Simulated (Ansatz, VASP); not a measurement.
**Cu in VASP and in Ansatz**

```xyz
1
Lattice="0.0362 1.8256 1.8256 1.8256 0.0362 1.8256 1.8256 1.8256 0.0362" Properties=species:S:1:pos:R:3 pbc="T T T"
Cu    0.0000    0.0000    0.0000
```

Change from the starting cell: equal xy, yz and zx shear strains of +2 %, PAW files.

Alike in both runs: task electric field gradients; functional PBE; k mesh 19 × 19 × 19; occupations fermi-dirac, width 0.08 eV; no spin polarisation.

|  | VASP | Ansatz |
| --- | --- | --- |
| version | VASP 6.6.1 | Ansatz 0.2.0 |
| potentials or method | VASP PAW PBE potentials, release 64 (Cu) | PAW with Ansatz's default frozen-core files, scalar-relativistic |
| plane-wave cutoff (eV) | 520 | 420 |
| valence electrons in the cell | 11 | 19 |

VASP gave:

| Property | Result |
| --- | --- |
| pressure (GPa) | 2.5 |
| largest component of the traceless stress (GPa) | 1.55 |
| Vzz of the field gradient on the site that differs most (V/Å²) | 1.4 |

Q: What did Ansatz give for the same quantities?

A: Pressure (GPa): 1.9; largest component of the traceless stress (GPa): 1.57; Vzz of the field gradient on the site that differs most (V/Å²): 0.4.

With one functional, cell and mesh, what is left measures potentials, basis and numerics. The two sets of potentials don't hold the same shells in valence.
